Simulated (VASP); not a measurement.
Set up this calculation in VASP 6.6.1, as the native input.

* Task: Born charges and dielectric tensor
* Functional: PBE
* Potentials or basis: VASP PAW PBE potentials, release 64 (W_sv, S)
* Cutoff: 520 eV
* k mesh: 10 × 10 × 4
* Occupations: gaussian, width 0.02 eV
* Spin: no spin polarisation
* Ladder: gaps
* Further INCAR settings: ALGO = Fast; EDIFF = 1e-08

The structure of WS2 (Tungstenite) lies in POSCAR:

```
WS2
1.0
    3.1800000000      0.0000000000      0.0000000000
   -1.5900000000      2.7539607840      0.0000000000
    0.0000000000      0.0000000000     12.5000000000
W S
2 4
Direct
    0.6666666667      0.3333333333      0.7500000000
    0.3333333333      0.6666666667      0.2500000000
    0.6666666667      0.3333333333      0.3750000000
    0.3333333333      0.6666666667      0.8750000000
    0.6666666667      0.3333333333      0.1250000000
    0.3333333333      0.6666666667      0.6250000000
```

One way to write it, as run:

INCAR

```
SYSTEM = WS2
  ALGO = Fast
  EDIFF = 1E-8
  ENCUT = 520
  GGA = PE
  ISIF = 2
  ISMEAR = 0
  KPAR = 4
  LASPH = .True.
  LCHARG = .False.
  LEPSILON = .True.
  LREAL = .False.
  LWAVE = .False.
  NELM = 100
  PREC = Accurate
  SIGMA = 0.02
```

KPOINTS

```
k-points
0
Gamma
  10 10 4
  0 0 0
```

Potentials or basis: VASP PAW PBE potentials, release 64 (W_sv, S).

Run with:

```console
$ cat potpaw_PBE.64/W_sv/POTCAR potpaw_PBE.64/S/POTCAR > POTCAR
$ mpirun -np 4 vasp_std > vasp.out
```

It gave:

```json
{
 "Band gap on the k mesh": "1.14 eV, indirect (least direct gap 2.09 eV)",
 "Electronic dielectric tensor (diagonal)": "13.64, 13.64, 5.64",
 "Born charges (mean of the diagonal)": "W -0.47; S +0.23 e"
}
```

Caveat: spin-orbit coupling is left out, which moves the levels of the heavy elements.

Wall time 7.1 min on 4 MPI ranks on AMD EPYC 9R45 96-Core Processor (Zen 5), on a shared host, peak memory 0.76 GiB a rank.
